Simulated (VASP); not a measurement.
Computed with vdW-DF-cx, VASP's PBE PAW potentials (set 64) (plane waves; VASP 6.6.1).

VASP input:

INCAR:
```
GGA = CX
SYSTEM = MgF2
ALGO = Normal
LWAVE = .FALSE.
NSW = 30
SIGMA = 0.05
PREC = Accurate
ISMEAR = 0   ! Gaussian
LREAL = .FALSE.
AGGAC = 0.0
ISIF = 4
NELM = 100   ! most electronic steps
EDIFFG = -0.01   ! ionic stop
EDIFF = 1E-7
ENCUT = 520   ! plane-wave cut-off (eV)
LCHARG = .FALSE.
LUSE_VDW = .TRUE.
IBRION = 2   ! conjugate gradients
LASPH = .TRUE.   ! aspherical one-centre terms
```

**KPOINTS**
```
K-points
0
gamma
5 5 7
0 0 0
```

**POSCAR**
```
MgF2
1
    4.7396099745     0.0000000000     0.0000000000
    0.0000000000     4.7396099745     0.0000000000
    0.0000000000     0.0000000000     3.1326666810
Mg F
2 4
Direct
  0.0000000000   1.0000000000   0.0000000000
  0.5000000000   0.5000000000   0.5000000000
  0.3028076595   0.3028076595   0.0000000000
  0.8028076595   0.1971923405   0.5000000000
  0.1971923405   0.8028076595   0.5000000000
  0.6971923405   0.6971923405   1.0000000000
```

POTCAR, in this order: Mg F (PBE.64 set). Program: vasp_std.

The resulting files:

File OUTCAR:
```
 ion  position               nearest neighbor table
   1  0.000  0.000  0.000-   3 2.03   6 2.03   5 2.05   4 2.05   4 2.05   5 2.05
   2  0.500  0.500  0.500-   4 2.03   5 2.03   3 2.05   6 2.05   3 2.05   6 2.05
   3  0.303  0.303  0.000-   1 2.03   2 2.05   2 2.05
   4  0.803  0.197  0.500-   2 2.03   1 2.05   1 2.05
   5  0.197  0.803  0.500-   2 2.03   1 2.05   1 2.05
   6  0.697  0.697  0.000-   1 2.03   2 2.05   2 2.05
  LATTYP: Found a simple tetragonal cell.
 ALAT       =     4.7396099745
 C/A-ratio  =     0.6609545296
 Subroutine PRICEL returns:
 Original cell was already a primitive cell.
 Subroutine GETGRP returns: Found 16 space group operations
The static configuration has the point symmetry D_2h.
 The point group associated with its full space group is D_4h.
The dynamic configuration has the point symmetry D_2h.
 Subroutine INISYM returns: Found 16 space group operations
 Subroutine IBZKPT returns following result:
 Found     24 irreducible k-points:

 Following reciprocal coordinates:
            Coordinates               Weight
  0.000000  0.000000  0.000000      1.000000
  0.200000  0.000000  0.000000      4.000000
  0.400000  0.000000  0.000000      4.000000
  0.200000  0.200000  0.000000      4.000000
  0.400000  0.200000  0.000000      8.000000
  0.400000  0.400000  0.000000      4.000000
  0.000000  0.000000  0.142857      2.000000
  0.200000  0.000000  0.142857      8.000000
  0.400000  0.000000  0.142857      8.000000
  0.200000  0.200000  0.142857      8.000000
  0.400000  0.200000  0.142857     16.000000
  0.400000  0.400000  0.142857      8.000000
  0.000000  0.000000  0.285714      2.000000
  0.200000  0.000000  0.285714      8.000000
  0.400000  0.000000  0.285714      8.000000
  0.200000  0.200000  0.285714      8.000000
  0.400000  0.200000  0.285714     16.000000
  0.400000  0.400000  0.285714      8.000000
...
```

### OSZICAR
```
       N       E                     dE             d eps       ncg     rms          rms(c)
DAV:   1     0.216576849171E+03    0.21658E+03   -0.18167E+04   992   0.149E+03
DAV:   2    -0.129671780325E+02   -0.22954E+03   -0.22164E+03  1304   0.331E+02
DAV:   3    -0.235157007329E+02   -0.10549E+02   -0.10515E+02  1116   0.742E+01
DAV:   4    -0.235879284540E+02   -0.72228E-01   -0.72206E-01  1092   0.715E+00
DAV:   5    -0.235883937510E+02   -0.46530E-03   -0.46528E-03  1100   0.589E-01    0.951E+00
DAV:   6    -0.211949231181E+02    0.23935E+01   -0.10452E+01  1104   0.243E+01    0.310E+00
DAV:   7    -0.212254972935E+02   -0.30574E-01   -0.97450E-02  1032   0.256E+00    0.190E+00
DAV:   8    -0.212756966167E+02   -0.50199E-01   -0.73609E-02  1056   0.305E+00    0.193E-01
DAV:   9    -0.212776458653E+02   -0.19492E-02   -0.59423E-03  1120   0.574E-01    0.835E-02
DAV:  10    -0.212778883551E+02   -0.24249E-03   -0.41074E-04  1052   0.172E-01    0.182E-02
DAV:  11    -0.212778987503E+02   -0.10395E-04   -0.10125E-04  1116   0.804E-02    0.185E-02
DAV:  12    -0.212778963639E+02    0.23864E-05   -0.43806E-05  1056   0.519E-02    0.245E-03
DAV:  13    -0.212778963419E+02    0.22039E-07   -0.94068E-07  1100   0.818E-03
   1 F= -.21277896E+02 E0= -.21277896E+02  d E =-.212779E+02
       N       E                     dE             d eps       ncg     rms          rms(c)
DAV:   1    -0.212793313040E+02   -0.14349E-02   -0.68162E-01   960   0.766E+00    0.242E-01
DAV:   2    -0.212800651518E+02   -0.73385E-03   -0.13788E-02  1092   0.100E+00    0.132E-01
DAV:   3    -0.212797743199E+02    0.29083E-03   -0.22331E-04  1104   0.179E-01    0.495E-02
DAV:   4    -0.212797343552E+02    0.39965E-04   -0.11609E-04  1092   0.114E-01    0.886E-03
DAV:   5    -0.212797359003E+02   -0.15451E-05   -0.13335E-05  1048   0.293E-02    0.585E-03
DAV:   6    -0.212797362478E+02   -0.34750E-06   -0.68593E-07  1084   0.875E-03    0.201E-03
DAV:   7    -0.212797363832E+02   -0.13535E-06   -0.27132E-07  1024   0.512E-03    0.822E-04
DAV:   8    -0.212797363837E+02   -0.57298E-09   -0.50494E-08   624   0.248E-03
   2 F= -.21279736E+02 E0= -.21279736E+02  d E =-.184004E-02
       N       E                     dE             d eps       ncg     rms          rms(c)
DAV:   1    -0.212799189420E+02   -0.18256E-03   -0.11455E+00   960   0.993E+00    0.314E-01
DAV:   2    -0.212811476710E+02   -0.12287E-02   -0.23161E-02  1096   0.130E+00    0.171E-01
DAV:   3    -0.212806583290E+02    0.48934E-03   -0.38080E-04  1096   0.233E-01    0.644E-02
DAV:   4    -0.212805901618E+02    0.68167E-04   -0.19374E-04  1092   0.147E-01    0.115E-02
DAV:   5    -0.212805927726E+02   -0.26108E-05   -0.22325E-05  1036   0.378E-02    0.761E-03
DAV:   6    -0.212805933657E+02   -0.59309E-06   -0.11446E-06  1072   0.113E-02    0.265E-03
DAV:   7    -0.212805936002E+02   -0.23449E-06   -0.48855E-07  1108   0.680E-03    0.111E-03
DAV:   8    -0.212805935997E+02    0.51296E-09   -0.97873E-08   684   0.347E-03
   3 F= -.21280594E+02 E0= -.21280594E+02  d E =-.269726E-02
```

**OUTCAR**
```
------------------------ aborting loop because EDIFF is reached ----------------------------------------
  FORCE on cell =-STRESS in cart. coord.  units (eV):
  Direction    XX          YY          ZZ          XY          YZ          ZX
  --------------------------------------------------------------------------------------
  Total       -2.1461245     -2.1461245     -2.1513851     -0.0000000      0.0000000      0.0000000
  in kB      -48.8614218    -48.8614218    -48.9811909     -0.0000000      0.0000000      0.0000000
  external PRESSURE =     -48.9013448 kB  Pullay stress =       0.0000000 kB
  volume of cell :       70.37
      direct lattice vectors                 reciprocal lattice vectors
     4.750514821  0.000000000  0.000000000     0.210503501  0.000000000  0.000000000
     0.000000000  4.750514821  0.000000000    -0.000000000  0.210503501  0.000000000
     0.000000000  0.000000000  3.118301063     0.000000000  0.000000000  0.320687445
 POSITION                                       TOTAL-FORCE (eV/Angst)
 -----------------------------------------------------------------------------------
      0.00000      0.00000      0.00000        -0.000000      0.000000      0.000000
      2.37526      2.37526      1.55915        -0.000000      0.000000      0.000000
      1.44565      1.44565      0.00000        -0.000305     -0.000305      0.000000
      3.82091      0.92960      1.55915        -0.000305      0.000305      0.000000
      0.92960      3.82091      1.55915         0.000305     -0.000305      0.000000
      3.30486      3.30486      0.00000         0.000305      0.000305      0.000000
 -----------------------------------------------------------------------------------
    total drift:                                0.000000      0.000000      0.000000
  FREE ENERGIE OF THE ION-ELECTRON SYSTEM (eV)
  ---------------------------------------------------
  free  energy   TOTEN  =       -21.2805935997 eV

  energy  without entropy=      -21.2805935997  energy(sigma->0) =      -21.28059360

 reached required accuracy - stopping structural energy minimisation
```
(Selected blocks of OUTCAR.)

### CONTCAR
```
MgF2
   1.00000000000000
     4.7505148211066279    0.0000000000000000    0.0000000000000000
     0.0000000000000000    4.7505148211066279    0.0000000000000000
     0.0000000000000000    0.0000000000000000    3.1183010628750298
  Mg              F
     2     4
Direct
     0.0000000000000000    0.0000000000000000    0.0000000000000000
     0.5000000000000000    0.5000000000000000    0.5000000000000000
     0.3043151898137555    0.3043151898137555    0.0000000000000000
     0.8043151898137555    0.1956848101862445    0.5000000000000000
     0.1956848101862445    0.8043151898137555    0.5000000000000000
     0.6956848101862445    0.6956848101862445    0.0000000000000000
```

The compound is MgF2 in the rutile structure. This cell is one point of a volume scan, at 1.06 of the reference volume. Symmetry was kept, so distortions that lower it aren't found.
